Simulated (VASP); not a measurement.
# MgO (P6_3mc) in VASP: a series of runs

One crystal, MgO, is run at these levels: r2SCAN; tasks: single point.

Everything below comes from runs of VASP 6.6.1. Logs are shortened: lines on timing, memory, paths and dates and some standing lists are left out, and cuts for length are marked.

## Step 1: The structure

Symmetry: P6_3mc, No. 186, hexagonal system. Conventional cell: a = 3.308 Å, b = 3.308 Å, c = 4.983 Å, α = 90.00°, β = 90.00°, γ = 120.00°. Mg (site symmetry 3m) is surrounded by 4 O at 1.97 to 1.99 Å. Around O (site symmetry 3m) lie 4 Mg at 1.97 to 1.99 Å.

Measurements of this composition are mostly on another form, of space group No. 225.

## Step 2: Single point, r2SCAN

The input, INCAR:

```
SYSTEM = MgO
  PREC = Accurate
  ENCUT = 800
  EDIFF = 1E-4
  ISMEAR = 0
  SIGMA = 0.05
  LREAL = .False.
  LASPH = .True.
  NELM = 100
  ALGO = Normal
  ISIF = 2
  LWAVE = .False.
  LCHARG = .False.
  METAGGA = R2SCAN
  LMIXTAU = .True.
  NBANDS = 16
  ADDGRID = .False.
```

The input, KPOINTS:

```
Automatic mesh
0
Gamma
  4 4 2
  0 0 0
```

The input, POSCAR:

```
MgO
1.0
    3.3077869865      0.0000000000      0.0000000000
   -1.6538934933      2.8646275606      0.0000000000
    0.0000000000      0.0000000000      4.9828816700
Mg O
2 2
Direct
    0.6747690000      0.3351150000      0.5028290000
    0.3311760000      0.6515210000      0.0154490000
    0.6888710000      0.3367780000      0.8828130000
    0.3168690000      0.6615630000      0.3988200000
```

Potentials or basis: VASP PAW PBE potentials, release 64 (Mg, O_h).

Run with:

```
$ cat potpaw_PBE.64/Mg/POTCAR potpaw_PBE.64/O_h/POTCAR > POTCAR
$ mpirun -np 1 vasp_std > vasp.out
```

OUTCAR:

```text
SYSTEM = MgO
   PREC = Accurate
   ENCUT = 800
   EDIFF = 1E-4
   ISMEAR = 0
   LREAL = .False.
   LASPH = .True.
   NELM = 100
   ISIF = 2
   METAGGA = R2SCAN

 Found     20 irreducible k-points:

 Following reciprocal coordinates:
            Coordinates               Weight
  0.000000  0.000000  0.000000      1.000000
  0.250000  0.000000  0.000000      2.000000
  0.000000  0.250000  0.000000      2.000000
 -0.250000  0.250000  0.000000      2.000000
  0.500000  0.000000  0.000000      1.000000
  0.000000  0.500000  0.000000      1.000000
   k-points           NKPTS =     20   k-points in BZ     NKDIM =     20   number of bands    NBANDS=     16
   number of dos      NEDOS =    301   number of ions     NIONS =      4
   total plane-waves  NPLWV =  49152
   dimension x,y,z NGX =    32 NGY =   32 NGZ =   48
   dimension x,y,z NGXF=    64 NGYF=   64 NGZF=   96
   ions per type =               2   2
   NGX,Y,Z   is equivalent  to a cutoff of  16.08, 16.08, 16.01 a.u.
   NGXF,Y,Z  is equivalent  to a cutoff of  32.17, 32.17, 32.03 a.u.
 SYSTEM =  MgO
   PREC   = accura    normal or accurate (medium, high low for compatibility)
   ISTART =      0    job   : 0-new  1-cont  2-samecut
   ICHARG =      2    charge: 1-file 2-atom 10-const
   ISPIN  =      1    spin polarized calculation?
   LNONCOLLINEAR =      F non collinear calculations
   LSORBIT =      F    spin-orbit coupling
   LASPH  =      T    aspherical Exc in radial PAW
   ENCUT  =  800.0 eV  58.80 Ry    7.67 a.u.   7.63  7.63 11.49*2*pi/ulx,y,z
   NELM   =    100;   NELMIN=  2; NELMDL= -5     # of ELM steps
   EDIFF  = 0.1E-03   stopping-criterion for ELM
   LREAL  =      F    real-space projection
   EDIFFG = 0.1E-02   stopping-criterion for IOM
   NSW    =      0    number of steps for IOM
   IBRION =     -1    ionic relax: 0-MD 1-quasi-New 2-CG
   NFREE  =      0    steps in history (QN), initial steepest desc. (CG)
   ISIF   =      2    stress and relaxation
   ISYM   =      2    0-nonsym 1-usesym 2-fastsym
   POTIM  = 0.5000    time-step for ionic-motion
   TEBEG  =    0.0;   TEEND  =   0.0 temperature during run
   PSTRESS=    0.0 pullay stress
   NELECT =      16.0000    total number of electrons
   NUPDOWN=      -1.0000    fix difference up-down
   EMIN   =  10.00;   EMAX   =-10.00  energy-range for DOS
   EFERMI =   0.00;   METHOD = LEGACY
   ISMEAR =     0;   SIGMA  =   0.05  broadening in eV -4-tet -1-fermi 0-gaus
   EFERMI_NEDOS =   21; number of points for ismear=-14 and -15
   IALGO  =     38    algorithm
   IMIX   =      4    mixing-type and parameters
     AMIX     =   0.40;   BMIX     =  1.00
     AMIX_MAG =   1.60;   BMIX_MAG =  1.00
  volume/ion in A,a.u.               =      11.80        79.66
  Fermi-wavevector in a.u.,A,eV,Ry     =   1.141351  2.156842 17.724080  1.302683
  Thomas-Fermi vector in A             =   2.278052
   LORBIT       =      0    0 simple, 1 ext, 2 COOP (PROOUT), +10 PAW based schemes
   METAGGA = R2SCAN    functional components
   LHFCALC =     F    Hartree Fock is set to
   AEXX    =    0.0000 exact exchange contribution
   IVDW    =     0    specifies the selected vdW correction
   LEPSILON=     F    determine dielectric tensor
   LRPA    =     F    only Hartree local field effects (RPA)
 non-spin polarized calculation
 Gauss-broadening in eV      SIGMA  =   0.05
  energy-cutoff  :      800.00
  volume of cell :       47.22
 maximum number of plane-waves:      2446
 NGX is ok and might be reduce to    32
   NGX = 15   NGY = 15   NGZ = 23

 number of electron      16.0000000 magnetization

 Free energy of the ion-electron system (eV)
  ---------------------------------------------------
  ext. energy  EPLUGINS =         0.00000000
  ---------------------------------------------------
  free energy    TOTEN  =       -31.70333409 eV

  energy without entropy =      -31.70333409  energy(sigma->0) =      -31.70333409

 E-fermi :   1.2479     XC(G=0): -10.1941

 val. band max:        0.9358784648   @ k =   0.0000   0.0000   0.0000
 cond. band min:       5.1424052294   @ k =   0.0000   0.0000   0.0000
 fundamental gap:      4.2065267647
 Fermi energy:         1.2478726545

 k-point     1 :       0.0000    0.0000    0.0000
  band No.  band energies     occupation
      1     -16.2000      2.00000
      2     -15.3545      2.00000
      3      -2.2259      2.00000
      4       0.1539      2.00000
      5       0.3030      2.00000
      6       0.6891      2.00000
[... 8 lines left out ...]
     15      18.3969      0.00000
     16      18.9374      0.00000

 k-point     2 :       0.2500    0.0000    0.0000
  band No.  band energies     occupation
      1     -15.9348      2.00000
      2     -15.2822      2.00000
      3      -1.6609      2.00000
      4      -0.9873      2.00000
      5      -0.4602      2.00000
      6       0.0137      2.00000
[... 8 lines left out ...]
     15      17.0327      0.00000
     16      17.7515      0.00000

 k-point     3 :       0.0000    0.2500    0.0000
  band No.  band energies     occupation
      1     -15.9433      2.00000
      2     -15.2754      2.00000
      3      -1.6764      2.00000
      4      -1.0363      2.00000
      5      -0.3297      2.00000
      6      -0.0593      2.00000
[... 8 lines left out ...]
     15      17.1383      0.00000
     16      17.7948      0.00000

 k-point     4 :      -0.2500    0.2500    0.0000
  band No.  band energies     occupation
      1     -15.9464      2.00000
      2     -15.2715      2.00000
      3      -1.6847      2.00000
      4      -1.0629      2.00000
      5      -0.3231      2.00000
      6      -0.0783      2.00000
[... 8 lines left out ...]
     15      17.2135      0.00000
     16      17.6979      0.00000

 k-point     5 :       0.5000    0.0000    0.0000
  band No.  band energies     occupation
      1     -15.6014      2.00000
      2     -15.2625      2.00000
      3      -1.9794      2.00000
      4      -1.2330      2.00000
      5      -0.5954      2.00000
      6      -0.2204      2.00000
[... 8 lines left out ...]
     15      16.2708      0.00000
     16      18.3573      0.00000

 k-point     6 :       0.0000    0.5000    0.0000
  band No.  band energies     occupation
      1     -15.6333      2.00000
      2     -15.2337      2.00000
      3      -2.0742      2.00000
      4      -1.0780      2.00000
      5      -0.7563      2.00000
      6      -0.2937      2.00000
[... 8 lines left out ...]
     15      16.7537      0.00000
     16      18.3005      0.00000

 [... further k-points ...]

------------------------ aborting loop because EDIFF is reached ----------------------------------------

  FORCE on cell =-STRESS in cart. coord.  units (eV):
  Direction    XX          YY          ZZ          XY          YZ          ZX
  --------------------------------------------------------------------------------------
  -------------------------------------------------------------------------------------
  Total       -1.1310450     -2.0775155      1.6391705      0.9228758      0.0687315     -0.0751910
  in kB      -38.3799299    -70.4966652     55.6222336     31.3160934      2.3322785     -2.5514681
  external PRESSURE =     -17.7514539 kB  Pullay stress =       0.0000000 kB

 VOLUME and BASIS-vectors are now :
 -----------------------------------------------------------------------------
  energy-cutoff  :      800.00
  volume of cell :       47.22
      direct lattice vectors                 reciprocal lattice vectors
     3.307786987  0.000000000  0.000000000     0.302316928  0.174542760  0.000000000
    -1.653893493  2.864627561  0.000000000     0.000000000  0.349085519  0.000000000
     0.000000000  0.000000000  4.982881670     0.000000000  0.000000000  0.200687086

 POSITION                                       TOTAL-FORCE (eV/Angst)
 -----------------------------------------------------------------------------------
      1.67775      0.95998      2.50554        -0.656083     -0.279934     -0.194274
      0.01791      1.86637      0.07698         0.367343      0.399547     -1.343024
      1.72164      0.96474      4.39895        -0.506142     -0.380488      1.522911
     -0.04602      1.89513      1.98727         0.794881      0.260874      0.014386
 -----------------------------------------------------------------------------------
    total drift:                               -0.000658     -0.000614     -0.005107

  FREE ENERGIE OF THE ION-ELECTRON SYSTEM (eV)
  ---------------------------------------------------
  free  energy   TOTEN  =       -31.7033340908 eV

  energy  without entropy=      -31.7033340908  energy(sigma->0) =      -31.70333409
```

Run time: 2.8 min. Hardware: 1 thread of AMD EPYC 7R43 (Zen 3), shared host; peak memory 0.19 GiB.

These settings aren't checked as converged: the numbers below hold their error.

Results:

- Free energy: -31.7033 eV
- Largest force: 1.649 eV/Å
- Band gap on the k mesh: 4.21 eV, direct

Caveat: the k mesh is coarse (spacing up to 0.63 Å⁻¹), so the values aren't converged; the cutoff is under 1.25 times the usual one of these potentials, so pressure, stress and relaxed cells hold a basis-set (Pulay) error; the PAW data sets were made with another functional, which shifts forces and pressure a little.

## Step 3: Single point, r2SCAN

Edit INCAR of step 2 so:

```diff
@@ -3,3 +3,3 @@
   ENCUT = 800
-  EDIFF = 1E-4
+  EDIFF = 1E-5
   ISMEAR = 0
```

KPOINTS is that of step 2.

The input, POSCAR:

```
MgO
1.0
    3.3077869865      0.0000000000      0.0000000000
   -1.6538934933      2.8646275606      0.0000000000
    0.0000000000      0.0000000000      4.9828816700
Mg O
2 2
Direct
    0.6666666667      0.3333333333      0.5021597400
    0.3333333333      0.6666666667      0.0021597400
    0.6666666667      0.3333333333      0.9024402600
    0.3333333333      0.6666666667      0.4024402600
```

Potentials or basis: VASP PAW PBE potentials, release 64 (Mg, O_h).

Run with:

```
$ cat potpaw_PBE.64/Mg/POTCAR potpaw_PBE.64/O_h/POTCAR > POTCAR
$ mpirun -np 1 vasp_std > vasp.out
```

OUTCAR:

```text
SYSTEM = MgO
   PREC = Accurate
   ENCUT = 800
   EDIFF = 1E-5
   ISMEAR = 0
   LREAL = .False.
   LASPH = .True.
   NELM = 100
   ISIF = 2
   METAGGA = R2SCAN

 Found      8 irreducible k-points:

 Following reciprocal coordinates:
            Coordinates               Weight
  0.000000  0.000000  0.000000      1.000000
  0.250000  0.000000  0.000000      6.000000
  0.500000  0.000000  0.000000      3.000000
  0.250000  0.250000  0.000000      6.000000
  0.000000  0.000000  0.500000      1.000000
  0.250000  0.000000  0.500000      6.000000
[... 194 lines left out ...]
  Direction    XX          YY          ZZ          XY          YZ          ZX
  --------------------------------------------------------------------------------------
  -------------------------------------------------------------------------------------
  Total       -1.0834110     -1.0834110     -0.9981472      0.0000000      0.0000000     -0.0000000
  in kB      -36.7635587    -36.7635587    -33.8702881      0.0000000      0.0000000     -0.0000000
  external PRESSURE =     -35.7991351 kB  Pullay stress =       0.0000000 kB

 VOLUME and BASIS-vectors are now :
 -----------------------------------------------------------------------------
  energy-cutoff  :      800.00
  volume of cell :       47.22
      direct lattice vectors                 reciprocal lattice vectors
     3.307786987  0.000000000  0.000000000     0.302316928  0.174542760  0.000000000
    -1.653893493  2.864627561  0.000000000     0.000000000  0.349085519  0.000000000
     0.000000000  0.000000000  4.982881670     0.000000000  0.000000000  0.200687086

 POSITION                                       TOTAL-FORCE (eV/Angst)
 -----------------------------------------------------------------------------------
      1.65389      0.95488      2.50220        -0.000000      0.000000      0.032756
     -0.00000      1.90975      0.01076         0.000000     -0.000000      0.032756
      1.65389      0.95488      4.49675        -0.000000      0.000000     -0.032756
     -0.00000      1.90975      2.00531         0.000000     -0.000000     -0.032756
 -----------------------------------------------------------------------------------
    total drift:                               -0.000000      0.000000      0.010475

  FREE ENERGIE OF THE ION-ELECTRON SYSTEM (eV)
  ---------------------------------------------------
  free  energy   TOTEN  =       -31.8683813570 eV

  energy  without entropy=      -31.8683813570  energy(sigma->0) =      -31.86838136
```

OSZICAR:

```text
N       E                     dE             d eps       ncg     rms          rms(c)
DAV:   1     0.108833630439E+03    0.10883E+03   -0.96986E+03   256   0.131E+03
DAV:   2    -0.263379453467E+02   -0.13517E+03   -0.12142E+03   400   0.226E+02
DAV:   3    -0.410590735437E+02   -0.14721E+02   -0.14593E+02   288   0.859E+01
DAV:   4    -0.412104233621E+02   -0.15135E+00   -0.15131E+00   312   0.946E+00
DAV:   5    -0.412117589426E+02   -0.13356E-02   -0.13356E-02   280   0.876E-01    0.117E+01
DAV:   6    -0.325084902607E+02    0.87033E+01   -0.13438E+01   256   0.301E+01    0.444E+00
DAV:   7    -0.306177069825E+02    0.18908E+01   -0.12742E+00   264   0.137E+01    0.215E+00
DAV:   8    -0.345681145233E+02   -0.39504E+01   -0.32228E+00   272   0.145E+01    0.411E+00
DAV:   9    -0.321592114176E+02    0.24089E+01   -0.16672E+00   256   0.122E+01    0.206E-01
DAV:  10    -0.317851041950E+02    0.37411E+00   -0.14440E-01   272   0.416E+00    0.898E-01
DAV:  11    -0.318080296855E+02   -0.22925E-01   -0.42239E-02   256   0.178E+00    0.214E-01
DAV:  12    -0.318454784358E+02   -0.37449E-01   -0.15012E-02   256   0.126E+00    0.103E-01
DAV:  13    -0.318673663536E+02   -0.21888E-01   -0.12081E-02   256   0.116E+00    0.458E-02
DAV:  14    -0.318681781349E+02   -0.81178E-03   -0.19317E-04   272   0.148E-01    0.368E-02
DAV:  15    -0.318683766125E+02   -0.19848E-03   -0.28693E-04   256   0.172E-01    0.463E-03
DAV:  16    -0.318683813570E+02   -0.47445E-05   -0.49717E-05   256   0.906E-02
   1 F= -.31868381E+02 E0= -.31868381E+02  d E =-.156305E-18
```

stdout:

```text
POSCAR found type information on POSCAR MgO
 POSCAR found :  2 types and       4 ions
 scaLAPACK will be used
 -----------------------------------------------------------------------------
|                                                                             |
|                                                                             |
|     You enforced a specific xc type in the INCAR file but a different       |
|     I HOPE YOU KNOW WHAT YOU ARE DOING!                                     |
|                                                                             |
 -----------------------------------------------------------------------------

 LDA part: xc-table for (None), standard interpolation
 POSCAR, INCAR and KPOINTS ok, starting setup
 FFT: planning ... GRIDC
 FFT: planning ... GRID_SOFT
 FFT: planning ... GRID
 WAVECAR not read
 entering main loop
```

Run time: 77 s. Hardware: 1 thread of AMD EPYC 7R43 (Zen 3), shared host; peak memory 0.18 GiB.

These settings aren't checked as converged: the numbers below hold their error.

Results:

```yaml
Free_energy: -31.8684 eV
Largest_force: 0.033 eV/Å
Band_gap_on_the_k_mesh: 4.12 eV, direct
```

Caveat: the k mesh is coarse (spacing up to 0.63 Å⁻¹), so the values aren't converged; the cutoff is under 1.25 times the usual one of these potentials, so pressure, stress and relaxed cells hold a basis-set (Pulay) error; the PAW data sets were made with another functional, which shifts forces and pressure a little.

## Step 4: Single point, r2SCAN

INCAR is that of step 3.

KPOINTS is that of step 3.

The input, POSCAR:

```
MgO
1.0
    3.3077869865      0.0000000000      0.0000000000
   -1.6538934933      2.8646275606      0.0000000000
    0.0000000000      0.0000000000      4.9828816700
Mg O
2 2
Direct
    0.6747690000      0.3351150000      0.5028290000
    0.3311760000      0.6515210000      0.0154490000
    0.6888710000      0.3367780000      0.8828130000
    0.3168690000      0.6615630000      0.3988200000
```

Run with:

```
$ cat potpaw_PBE.64/Mg/POTCAR potpaw_PBE.64/O_h/POTCAR > POTCAR
$ mpirun -np 1 vasp_std > vasp.out
```

It took 2.5 min on 1 thread of AMD EPYC 7R43 (Zen 3), shared host; peak memory 0.19 GiB.

The run converged, but some of its settings lie outside the range that counts as converged, so its numbers aren't taken as properties of the crystal.

Results:

```yaml
Free_energy: -31.7033 eV
Largest_force: 1.649 eV/Å
Band_gap_on_the_k_mesh: 4.21 eV, direct
```

Caveat: the k mesh is coarse (spacing up to 0.63 Å⁻¹), so the values aren't converged; the cutoff is under 1.25 times the usual one of these potentials, so pressure, stress and relaxed cells hold a basis-set (Pulay) error; the PAW data sets were made with another functional, which shifts forces and pressure a little.

## Step 5: Single point, r2SCAN

Edit INCAR of step 4 so:

```diff
@@ -3,3 +3,3 @@
   ENCUT = 800
-  EDIFF = 1E-5
+  EDIFF = 1E-6
   ISMEAR = 0
@@ -16,2 +16,2 @@
   NBANDS = 16
-  ADDGRID = .False.
+  ADDGRID = .True.
```

KPOINTS is that of step 4.

The input, POSCAR:

```
MgO
1.0
    3.3077869865      0.0000000000      0.0000000000
   -1.6538934933      2.8646275606      0.0000000000
    0.0000000000      0.0000000000      4.9828816700
Mg O
2 2
Direct
    0.6666666667      0.3333333333      0.5021597400
    0.3333333333      0.6666666667      0.0021597400
    0.6666666667      0.3333333333      0.9024402600
    0.3333333333      0.6666666667      0.4024402600
```

Run with:

```
$ cat potpaw_PBE.64/Mg/POTCAR potpaw_PBE.64/O_h/POTCAR > POTCAR
$ mpirun -np 1 vasp_std > vasp.out
```

It took 2 min on 1 thread of AMD EPYC 7R43 (Zen 3), shared host; peak memory 0.32 GiB.

The run converged, but some of its settings lie outside the range that counts as converged, so its numbers aren't taken as properties of the crystal.

What came out:

| Property | Result |
| --- | --- |
| Free energy | -31.8684 eV |
| Largest force | 0.032 eV/Å |
| Band gap on the k mesh | 4.12 eV, direct |

Caveat: the k mesh is coarse (spacing up to 0.63 Å⁻¹), so the values aren't converged; the cutoff is under 1.25 times the usual one of these potentials, so pressure, stress and relaxed cells hold a basis-set (Pulay) error; the PAW data sets were made with another functional, which shifts forces and pressure a little.
